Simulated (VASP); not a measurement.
SnO: band structure with LDA

SnO:

```
CELL_PARAMETERS angstrom
3.81370 0.00000 0.00000
0.00000 3.81370 0.00000
0.00000 0.00000 4.88691
ATOMIC_POSITIONS crystal
Sn 0.50000 0.00000 0.76463
Sn 0.00000 0.50000 0.23537
O 0.00000 0.00000 0.00000
O 0.50000 0.50000 0.00000
```

The cell is a database's computed one.

| Item | Value |
| --- | --- |
| Program | VASP 6.6.1 |
| Task | band structure |
| Functional | LDA |
| Potentials or basis | VASP PAW LDA potentials, release 64 (Sn_d, O) |
| Cutoff | 520 eV |
| k mesh | 8 × 8 × 6 |
| Occupations | gaussian, width 0.02 eV |
| Spin | no spin polarisation |
| Ladder | gaps |
| Further INCAR settings | ALGO = Normal; EDIFF = 1e-07 |

```json
{
 "Pressure": "-3.0 GPa",
 "Largest force": "0.130 eV/Å",
 "Band gap on the k mesh": "0.21 eV, indirect (least direct gap 1.96 eV)",
 "Band gap along the path": "0.19 eV, indirect (least direct gap 1.95 eV)"
}
```

Forces on the atoms (eV/Å):
```
Sn   0.000  0.000  0.130
Sn   0.000  0.000 -0.130
O    0.000  0.000  0.000
O    0.000  0.000  0.000
```

Stress tensor (GPa, compression positive):
```
-3.15  0.00  0.00
 0.00 -3.15  0.00
 0.00  0.00 -2.64
```

Levels at the corners of the path, in eV from the valence-band top:
| point | band 17 | band 18 | band 19 | band 20 | band 21 | band 22 | band 23 | band 24 |
| --- | --- | --- | --- | --- | --- | --- | --- | --- |
| Γ | -3.41 | -3.12 | -3.12 | -0.02 | 2.02 | 4.13 | 4.76 | 4.76 |
| X | -4.81 | -4.81 | -2.60 | -2.60 | 3.11 | 3.11 | 5.83 | 5.87 |
| X | -4.81 | -4.81 | -2.60 | -2.60 | 3.11 | 3.11 | 5.84 | 5.89 |
| M | -2.45 | -2.45 | -1.84 | -1.84 | 0.19 | 0.19 | 4.41 | 4.41 |
| M | -2.45 | -2.45 | -1.84 | -1.84 | 0.19 | 0.19 | 4.41 | 4.41 |
| Γ | -3.41 | -3.12 | -3.12 | -0.02 | 2.02 | 4.13 | 4.76 | 4.76 |
| Γ | -3.41 | -3.12 | -3.12 | -0.02 | 2.02 | 4.13 | 4.76 | 4.76 |
| Z | -3.18 | -3.14 | -3.14 | -2.13 | 1.52 | 3.00 | 3.00 | 3.69 |
| Z | -3.18 | -3.14 | -3.14 | -2.13 | 1.52 | 3.00 | 3.00 | 3.69 |
| R | -4.77 | -4.77 | -1.67 | -1.67 | 2.53 | 2.53 | 5.43 | 5.43 |
| R | -4.77 | -4.77 | -1.67 | -1.67 | 2.53 | 2.53 | 5.43 | 5.43 |
| A | -2.60 | -2.60 | -2.45 | -2.45 | 2.44 | 2.44 | 3.92 | 3.92 |
| A | -2.60 | -2.60 | -2.45 | -2.45 | 2.44 | 2.44 | 3.92 | 3.92 |
| Z | -3.18 | -3.14 | -3.14 | -2.13 | 1.52 | 3.00 | 3.00 | 3.69 |
| X | -4.81 | -4.81 | -2.60 | -2.60 | 3.11 | 3.11 | 5.83 | 5.87 |
| R | -4.77 | -4.77 | -1.67 | -1.67 | 2.53 | 2.53 | 5.43 | 5.43 |
| M | -2.45 | -2.45 | -1.84 | -1.84 | 0.19 | 0.19 | 4.41 | 4.41 |
| A | -2.60 | -2.60 | -2.45 | -2.45 | 2.44 | 2.44 | 3.92 | 3.92 |

Run time: 3 min on 1 thread of Intel(R) Xeon(R) Platinum 8375C CPU @ 2.90GHz (Ice Lake), with other jobs on the host, peak memory 0.26 GiB.

Caveat: spin-orbit coupling is left out, which moves the levels of the heavy elements. LDA gaps usually lie below the measured ones, often by a third to a half.
